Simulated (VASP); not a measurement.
SnO: relaxation of cell and atoms with PBE+D3(BJ)

Crystal: SnO.

```
Sn O
1.0
     3.81370    0.00000    0.00000
     0.00000    3.81370    0.00000
     0.00000    0.00000    4.88691
Sn O
2 2
Direct
  0.50000 0.00000 0.76463
  0.00000 0.50000 0.23537
  0.00000 0.00000 0.00000
  0.50000 0.50000 0.00000
```

The cell is a database's computed one.

- Program: VASP 6.6.1
- Task: relaxation of cell and atoms
- Functional: PBE
- Dispersion: D3(BJ)
- Potentials or basis: VASP PAW PBE potentials, release 64 (Sn_d, O)
- Cutoff: 600 eV
- k mesh: 6 × 6 × 6
- Occupations: gaussian, width 0.02 eV
- Spin: no spin polarisation
- Ladder: gaps
- Further INCAR settings: ALGO = Normal; EDIFF = 1e-06; IBRION = 2; EDIFFG = -0.01; NSW = 40; ISIF = 3

```yaml
Relaxed_volume: 17.40 Å³/atom
Relaxed_cell: a = 3.833 Å, b = 3.833 Å, c = 4.737 Å, α = 90.00°, β = 90.00°, γ = 90.00°
Space_group_after_relaxing_to_0.05_Å: P4/nmm (No. 129)
Energy_gained_by_relaxing: 4.9 meV/atom
Ionic_steps: 11
Pressure_after_relaxing: 0.0 GPa
Band_gap_on_the_k_mesh: none (metal or under the smearing width)
Dispersion_energy_per_atom: -0.236 eV
```

The path:
| step | energy change (eV) | largest force (eV/Å) | pressure (GPa) | volume (Å³) |
| --- | --- | --- | --- | --- |
| 1 | 0.0000 | 0.4652 | 1.69 | 71.08 |
| 2 | -0.0014 | 0.2907 | -2.08 | 73.02 |
| 3 | -0.0108 | 0.0660 | -0.35 | 72.07 |
| 4 | -0.0126 | 0.0593 | -0.28 | 71.80 |
| 5 | -0.0170 | 0.0400 | -0.16 | 71.00 |
| 6 | -0.0195 | 0.0297 | 0.12 | 69.38 |
| 7 | -0.0197 | 0.0390 | 0.04 | 69.74 |
| 8 | -0.0197 | 0.0368 | 0.07 | 69.68 |
| 9 | -0.0193 | 0.0867 | -0.38 | 69.75 |
| 10 | -0.0198 | 0.0013 | -0.05 | 69.70 |
| 11 | -0.0198 | 0.0010 | 0.05 | 69.60 |

Final structure:
```xyz
4
Lattice="3.8332 0.0000 0.0000 0.0000 3.8332 0.0000 0.0000 0.0000 4.7366" Properties=species:S:1:pos:R:3 pbc="T T T"
Sn    1.9166    0.0000    3.5731
Sn    0.0000    1.9166    1.1635
O     3.8332    0.0000    0.0000
O     1.9166    1.9166    0.0000
```

Levels at points of the mesh, in eV from the Fermi level:
```csv
k point,band 18,band 19,band 20,band 21,band 22,band 23
"(0.00, 0.00, 0.00)",-2.97,-2.97,0.06,2.26,4.54,4.54
"(0.50, 0.00, 0.00)",-4.62,-2.64,-2.64,3.37,3.37,5.84
"(0.50, 0.50, 0.00)",-2.33,-1.81,-1.81,0.00,0.00,4.60
"(0.00, 0.00, 0.50)",-2.99,-2.90,-2.04,1.81,2.83,2.83
"(0.50, 0.00, 0.50)",-4.57,-1.62,-1.62,2.78,2.78,5.30
"(0.50, 0.50, 0.50)",-2.72,-2.33,-2.33,2.37,2.37,4.34
```

Run time: 3.3 min on 2 MPI ranks on Intel(R) Xeon(R) Platinum 8488C (Sapphire Rapids) (shared host), peak memory 0.24 GiB a rank.

Caveat: pairwise dispersion overbinds metals, which lowers pressure and volume.
